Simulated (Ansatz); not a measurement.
# ScAl₃: enthalpy against pressure

ScAl₃, Pm-3m, a = 4.105 Å. The structure is a Materials Project entry; whether it is the stable form wasn't checked. Ansatz: PBE, PAW, 420 eV, Γ-centred 10×10×10 mesh on 4 atoms, Gaussian smearing 0.10 eV; no spin polarisation. Cell and atoms are relaxed at each pressure, and no other structure is tried, so the rows at high pressure may lie past a change of phase. y is the enthalpy over the state at zero pressure; there V0 = 17.298 Å³/atom. The pressures are the targets, met within 0.03 GPa.

| P (GPa) | y (eV/atom) |
| --- | --- |
| -3.0 | -0.3297 |
| 0.0 | 0.0000 |
| 3.0 | 0.3184 |
| 8.0 | 0.8286 |
| 15.0 | 1.5086 |
| 30.0 | ? |
| 60.0 | 5.2924 |

Fit y = c1 P + c2 P² + c3 P³ to the other rows, say what c1 and c2 mean, and predict the missing value.

Least squares on the rows shown. y = 0.10782 P − 0.00053813 P² + 3.5212×10⁻⁶ P³. Since dH/dP = V, c1 is V0: 0.10782 eV/GPa × 160.2 = 17.273 Å³ against 17.298; c2 = −V0/(2B0) gives B0 = 100 GPa, where a Birch–Murnaghan fit to the volumes of the same runs (not shown) gives 87 GPa: a cubic over this range folds the higher terms into c2. Above P = −c2/(3 c3) = 51 GPa the cubic's slope, the volume, would rise with pressure, so the form fails there. At P = 30.0 the fit asked for gives 2.8454 eV/atom. The run gave 2.8633 eV/atom, so the fit is 0.0179 eV/atom too low, 0.32 % of the span of the series, against an rms of 0.0009 eV/atom on the fitted rows. With a term in P⁴ added, a fit to the same known rows predicts 2.8783 eV/atom, which misses by about as much or more on the other side: the known rows don't fix the higher terms.

The mesh isn't the same in all rows (10×10×10, 12×12×12).